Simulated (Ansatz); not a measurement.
# FeGe2 (I4/mcm) in Ansatz: relaxation of cell and atoms with PBEsol

Aim: the relaxation of cell and atoms of FeGe2 with PBEsol.

Program: Ansatz 0.2.0. These are calculated values, not measurements. Logs are shortened: lines on timing, memory, paths and dates and some standing lists are left out, and cuts for length are marked.

## Step 1: The crystal as given

The structure is tetragonal, space group I4/mcm (No. 140). The conventional cell has a = 5.919 Å, b = 5.919 Å, c = 4.903 Å, α = 90.00°, β = 90.00°, γ = 90.00°. Ge (site symmetry m2m) has 4 Fe at 2.55 Å and 3 Ge at 2.59 to 2.92 Å as nearest neighbours. Fe (site symmetry 422) is surrounded by 2 Fe at 2.45 Å and 8 Ge at 2.55 Å.

The cell is a database's computed one.

## Step 2: Relaxation of cell and atoms, PBEsol, collinear spin, ferromagnetic start

The input, input.yaml:

```yaml
crystal:
  lattice:
    - [-2.9595565636, 2.9595565636, 2.45140301]
    - [2.9595565636, -2.9595565636, 2.45140301]
    - [2.9595565636, 2.9595565636, -2.45140301]
  atoms:
    - { symbol: Ge, position: [0.84510739, 0.34510739, 0.19021478] }
    - { symbol: Ge, position: [0.65489261, 0.84510739, 0.5] }
    - { symbol: Ge, position: [0.34510739, 0.15489261, 0.5] }
    - { symbol: Ge, position: [0.15489261, 0.65489261, 0.80978522] }
    - { symbol: Fe, position: [0.25, 0.25, 0.0], spin: 3.0 }
    - { symbol: Fe, position: [0.75, 0.75, 0.0], spin: 3.0 }
hamiltonian:
  xc: pbesol
  pseudopotentials: { kind: paw }
magnetization:
  spin_polarized: true
kpoints:
  mp_grid: { grid: [7, 7, 7] }
scf:
  occupations: { method: fermi_dirac, width: 0.05 }
output:
  forces: true
  stress: true
  eigenvalues: true
  write_density: true
  write_potential: true
  elf: true
  volumetric_format: npy
relax:
  f_tol: 0.01
  max_steps: 40
  cell: { stress_tol: 0.05 }
```

Potentials or basis: Ansatz PAW.

Run with:

```bash
$ ansatz run input.yaml --threads 2 --pin off --max-ram 5632MiB --backend cpu --events-out ev --progress --plain --runs-dir out
```

The log of the run:

```text
Warning: RAYON_NUM_THREADS=2 ignored (pool sized by the plan → 2); use --threads N
Engine: ansatz 0.2.0, x86_64-unknown-linux-gnu
Pseudopotentials: kind: paw
Pseudopotential: Ge, paw, valence charge 14, recommended cutoff 420 eV (normal), Ge.paw.azcp
Pseudopotential: Fe, paw, valence charge 16, recommended cutoff 420 eV (normal), Fe.paw.azcp
Functional definition: PBEsol
  exchange = pbesol_x
  correlation = pbesol_c
Crystal: 6 atoms, lattice volume = 85.887 Å³
Basis set: ecut = 420 eV, 1657 PW (Γ), exchange–correlation on 72×72×72 points (8 copies of the dense FFT grid, shifted against one another)
Bands: 57, of which v1, the nominal top of the filled ones, is band 44 counted from 1 (43 counted from 0)
Symmetry: 16 space group operations
Space group: I4/mcm (ITA 140), of the structure as read, at distance tolerance 4.4e-5 Å
Magnetic group: BNS 140.541 (UNI 1201), of the structure as read, at distance tolerance 4.4e-5 Å
k-points: 40 of 343
Non-local potential: Ge, projectors of the file, l = 0: 2, l = 1: 2, l = 2: 3, l = 3: 1
Non-local potential: Fe, projectors of the file, l = 0: 3, l = 1: 2, l = 2: 3, l = 3: 1
PAW form: soft (Blöchl's): semilocal exchange-correlation on the pseudo side does not see the compensation charge
PAW frozen core: Ge, regenerated for the run's functional, and the local potential with it (the file was generated under x = pbe(κ = 0.804, μ = 0.2195149727645171), c = pbe(β = 0.06672455060314922))
PAW frozen core: Fe, regenerated for the run's functional, and the local potential with it (the file was generated under x = pbe(κ = 0.804, μ = 0.2195149727645171), c = pbe(β = 0.06672455060314922))
PAW one-centre angular grid: Ge, 590 points (default); XC on 64 Gauss nodes
PAW one-centre angular grid: Fe, 590 points (default); XC on 64 Gauss nodes
Initial density: superposition of atomic densities (chi_scale 0.1, normalization cell)
Starting moments: Σ|m| = 6 μB on 2 of 6 sites
Initial wavefunctions: pseudopotential atomic-orbital guess
Functional: x = pbesol(κ = 0.804, μ = 0.12345679012345678), c = pbesol(β = 0.046)
iter 1 solved again at ethr=1.95e-3 eV; its pass at ethr=3.10e-3 eV (dr2=1.71e0 eV) is discarded
SCF iter   1: F=—  HF=-25910.390946 eV  |F-HF|=—  |Δ(HF+E_count)|=         —  Δρ=3.92e-2 (↑3.92e-2 ↓2.64e-2)  dr2=1.73e0  dr2_m=3.26e-1  M=4.322 μB ∫|m|=5.406 μB  β_m=0.30  ethr=1.95e-3  ⟨swp⟩=1.4  Hψ=19770  notcnv=0
[... 108 lines left out ...]
  E_paw        = -10583.975448  (= ΣΔE_a)
  E_vpaw       = -1843.703653  (= ΣTr[D̂ρ^β])
  E_aug_tail   = 0.003035  (compensation charges beyond the density's cutoff)
  E_ewald      = -11041.259257
  E_core_change = 4.030148  (= ΣΔE_core)
  E_smearing   = -0.024303  (= −TS)
  E_closure    = -0.000000  (closes the sum)
  Σ components = -25912.645583   (vs F -25912.645583, Δ=0.00e0)
--- Forces (eV/Å), atoms counted from 1 ---
  atom   1  Ge    -0.00002924    -0.00002924     0.00000000
  atom   2  Ge    -0.00002924     0.00002924     0.00000000
  atom   3  Ge     0.00002924    -0.00002924     0.00000000
  atom   4  Ge     0.00002924     0.00002924    -0.00000000
  atom   5  Fe     0.00000000     0.00000000     0.00000000
  atom   6  Fe     0.00000000     0.00000000     0.00000000
  max |Σ_I F_I| component: 5.90e-17 eV/Å
--- Stress (GPa, compression-positive) ---
       -0.003292       0.000000      -0.000000
        0.000000      -0.003292       0.000000
        0.000000      -0.000000      -0.002555
  P = ⅓ Tr σ = -0.0030 GPa (-0.030 kbar)
--- Band table (eV; the first three rows and the last of 80) ---
  k-point 0 ↑: bands = ["-71.5226", "-71.4830", "-38.1246", "-37.8071", "-37.6226", "-37.6226", "-37.5875", "-37.5875", "-8.9444", "-8.9263", "-8.9209", "-8.9114", "-8.8950", "-8.8950", "-8.8831", "-8.8831", "-8.8648", "-8.8451", "-8.8329", "-8.8329", "-8.8256", "-8.8138", "-8.8080", "-8.8024", "-8.8024", "-8.7667", "-8.7667", "-8.7620", "1.8965", "8.2567", "9.2060", "9.2060", "11.4185", "11.4185", "11.6721", "11.7069", "12.2967", "13.0425", "13.1792", "13.1792", "13.6250", "13.6636", "14.3212", "14.5439", "14.7728", "14.7728", "16.1175", "16.1175", "16.3357", "16.4672", "20.2585", "21.2982", "21.2982", "21.5187", "23.1749", "24.3197", "27.5087"]
  k-point 1 ↑: bands = ["-71.5226", "-71.4830", "-38.1246", "-37.8072", "-37.6228", "-37.6226", "-37.5875", "-37.5874", "-8.9489", "-8.9324", "-8.9313", "-8.9078", "-8.8937", "-8.8915", "-8.8836", "-8.8760", "-8.8571", "-8.8422", "-8.8386", "-8.8380", "-8.8166", "-8.8125", "-8.8104", "-8.8054", "-8.8011", "-8.7757", "-8.7649", "-8.7537", "2.0770", "7.7394", "8.7845", "9.2755", "10.8419", "11.4563", "11.9432", "12.1531", "12.4202", "12.5534", "13.1166", "13.2073", "13.4451", "14.1012", "14.3641", "14.7521", "14.7638", "15.3085", "16.0909", "16.7329", "16.7561", "16.8192", "19.6985", "20.3160", "20.4301", "23.0978", "24.1464", "24.3200", "26.1696"]
  k-point 2 ↑: bands = ["-71.5226", "-71.4830", "-38.1247", "-37.8072", "-37.6233", "-37.6226", "-37.5875", "-37.5873", "-8.9605", "-8.9470", "-8.9354", "-8.8980", "-8.8933", "-8.8846", "-8.8846", "-8.8667", "-8.8559", "-8.8504", "-8.8443", "-8.8278", "-8.8194", "-8.8120", "-8.8055", "-8.8025", "-8.7989", "-8.7828", "-8.7595", "-8.7499", "2.6088", "6.3653", "8.3089", "9.4550", "11.0382", "11.4673", "11.5442", "11.8287", "12.4651", "12.6029", "13.0992", "13.3370", "13.7296", "14.0723", "14.3621", "14.7072", "14.7688", "16.3957", "16.4748", "17.3917", "17.9156", "18.0429", "18.9925", "19.8875", "21.0548", "22.6614", "23.2754", "23.4614", "27.0860"]
  k-point 39 ↓: bands = ["-70.1880", "-70.1470", "-36.6194", "-36.4284", "-36.4284", "-36.3903", "-36.3903", "-36.2811", "-8.9745", "-8.9738", "-8.9700", "-8.9251", "-8.8856", "-8.8826", "-8.8708", "-8.8702", "-8.8608", "-8.8599", "-8.8590", "-8.8256", "-8.8214", "-8.8146", "-8.8045", "-8.8041", "-8.8014", "-8.7951", "-8.7683", "-8.7680", "4.8500", "5.9901", "6.4470", "7.4149", "9.1750", "9.2018", "12.1631", "12.3836", "13.4821", "13.6439", "14.3266", "15.0628", "15.1310", "16.0386", "16.1750", "16.1792", "16.6361", "16.9501", "18.0673", "18.7043", "19.7312", "20.0186", "20.2905", "21.2649", "21.7571", "22.5490", "23.3257", "25.4404", "25.6647"]
--- Relaxed structure (4 steps of the walk, 4 accepted, 1 SCFs on fresh bases) ---
  F+E_penalty+E_count = -25912.64558256 eV   max|allowed force component| = 2.924e-5 eV/Å   (the final SCF, on the basis selected at the relaxed cell)
  cell:  # Å, volume = 82.3154 Å³
    - [-2.9043889030054397, 2.9043889030054397, 2.439560278234177]
    - [2.9043889030054397, -2.9043889030054397, 2.439560278234177]
    - [2.9043889030054397, 2.9043889030054397, -2.439560278234177]
  atoms:
    - { symbol: Ge, position: [0.8434950795939606, 0.34349507959396075, 0.18699015918792145] }
    - { symbol: Ge, position: [0.6565049204060392, 0.8434950795939608, 0.5] }
    - { symbol: Ge, position: [0.34349507959396075, 0.15650492040603925, 0.5] }
    - { symbol: Ge, position: [0.15650492040603925, 0.6565049204060392, 0.8130098408120785] }
    - { symbol: Fe, position: [0.25, 0.25, -1.2020511526026437e-20] }
    - { symbol: Fe, position: [0.7500000000000001, 0.7500000000000001, -1.2020511526026513e-20] }
```

rho_z.tsv:

```text
# z_ang	rho[e/angstrom^3]	rho_spin[e/angstrom^3]
# format = ansatz-planar-average/11
# lattice	-2.904388903	2.904388903	2.439560278
# lattice	2.904388903	-2.904388903	2.439560278
# lattice	2.904388903	2.904388903	-2.439560278
# sites	6
# site	32	-0.909102308	1.995286595	2.439560278
# site	32	1.995286595	0.909102308	2.439560278
# site	32	0.909102308	1.995286595	-0.000000000
# site	32	3.813491211	0.909102308	-0.000000000
# site	26	-0.000000000	0.000000000	1.219780139
# site	26	-0.000000000	0.000000000	3.659340417
0.000000	2.093275e0	1.531420e-1
0.149290	1.933656e0	1.386813e-1
0.298580	1.565678e0	1.032892e-1
0.447870	1.227920e0	6.421930e-2
0.597160	1.098860e0	3.435145e-2
0.746450	1.155268e0	1.625735e-2
[... 24 lines left out ...]
4.478700	1.565678e0	1.032892e-1
4.627990	1.933656e0	1.386813e-1
```

v_z.tsv:

```text
# z_ang	v_es[eV]	v_tot_up[eV]	v_tot_dn[eV]
# format = ansatz-planar-average/11
# xc	pbesol
# density_cutoff_ev	1680
# datasets	Ge=:simpson_from_first_knot:soft:shift=-1170623	Fe=:simpson_from_first_knot:soft:shift=-844433
# lattice	-2.904388903	2.904388903	2.439560278
# lattice	2.904388903	-2.904388903	2.439560278
# lattice	2.904388903	2.904388903	-2.439560278
# sites	6
# site	32	-0.909102308	1.995286595	2.439560278
# site	32	1.995286595	0.909102308	2.439560278
# site	32	0.909102308	1.995286595	-0.000000000
# site	32	3.813491211	0.909102308	-0.000000000
# site	26	-0.000000000	0.000000000	1.219780139
# site	26	-0.000000000	0.000000000	3.659340417
0.000000	2.077471e0	-1.176969e1	-1.165015e1
0.149290	2.300541e0	-1.146153e1	-1.133322e1
0.298580	2.956888e0	-1.057805e1	-1.042958e1
0.447870	4.058718e0	-9.137091e0	-8.973529e0
0.597160	5.556842e0	-7.215151e0	-7.059262e0
0.746450	7.251628e0	-5.064551e0	-4.946541e0
[... 24 lines left out ...]
4.478700	2.956888e0	-1.057805e1	-1.042958e1
4.627990	2.300541e0	-1.146153e1	-1.133322e1
```

Wall time 1.8 min (2 threads of Intel Xeon Platinum 8259CL at 2.50GHz (Skylake/Cascade Lake), shared host); peak memory 0.68 GiB.

Results:

- Free energy: -25912.6456 eV
- Relaxed volume: 13.72 Å³/atom
- Relaxed cell: a = 4.777 Å, b = 4.777 Å, c = 4.777 Å, α = 105.12°, β = 105.12°, γ = 118.58°
- Space group after relaxing (to 0.05 Å): I4/mcm (No. 140)
- Energy gained by relaxing: 12.2 meV/atom
- Ionic steps: 5
- Pressure after relaxing: 0.0 GPa
- Band gap on the k mesh: none (metal or under the smearing width)
- Net moment: 2.14 μB per cell
- Absolute moment: 2.64 μB per cell
- Site moments: Ge -0.03; Fe +1.17 μB

Step by step:
| step | energy change (eV) | largest force (eV/Å) | volume (Å³) |
| --- | --- | --- | --- |
| 1 | 0.0000 | 0.1534 | 85.89 |
| 2 | -0.0715 | 0.0650 | 82.88 |
| 3 | -0.0744 | 0.0000 | 82.25 |
| 4 | -0.0744 | 0.0001 | 82.32 |
| 5 | -0.0733 | 0.0000 | 82.32 |

Final structure:
```
Ge Fe
1.0
    -2.90439    2.90439    2.43956
     2.90439   -2.90439    2.43956
     2.90439    2.90439   -2.43956
Ge Fe
4 2
Direct
  0.84350 0.34350 0.18699
  0.65650 0.84350 0.50000
  0.34350 0.15650 0.50000
  0.15650 0.65650 0.81301
  0.25000 0.25000 0.00000
  0.75000 0.75000 0.00000
```

Levels at points of the mesh, in eV from the Fermi level:
Spin up:
| k point | band 42 | band 43 | band 44 | band 45 | band 46 | band 47 | band 48 | band 49 |
| --- | --- | --- | --- | --- | --- | --- | --- | --- |
| (0.00, 0.00, 0.00) | -2.12 | -1.46 | -1.24 | -1.01 | -1.01 | 0.34 | 0.34 | 0.56 |
Spin down:
| k point | band 40 | band 41 | band 42 | band 43 | band 44 | band 45 | band 46 | band 47 |
| --- | --- | --- | --- | --- | --- | --- | --- | --- |
| (0.00, 0.00, 0.00) | -2.13 | -2.08 | -1.78 | -0.57 | -0.51 | 0.53 | 0.53 | 1.16 |

Caveat: the plane-wave basis is chosen anew once the cell has moved, so the energies of steps on either side of that aren't comparable; the PAW data sets come from PBE, with cores solved anew for the run's functional, which leaves a small shift of forces and pressure.

## Step 3: The reference run

An earlier run on the cell as given: functional PBEsol; potentials or basis Ansatz PAW; cutoff 420 eV (not typed: the program's choice for these potentials); k mesh 7 × 7 × 7; occupations fermi-dirac, width 0.05 eV; collinear spin, ferromagnetic start; starting moments [0.0, 0.0, 0.0, 0.0, 3.0, 3.0] μB.

- Pressure: -5.4 GPa
- Largest force: 0.153 eV/Å
- Band gap on the k mesh: none (metal or under the smearing width)
- Net moment: 2.39 μB per cell
- Absolute moment: 2.98 μB per cell
- Site moments: Ge -0.04; Fe +1.32 μB
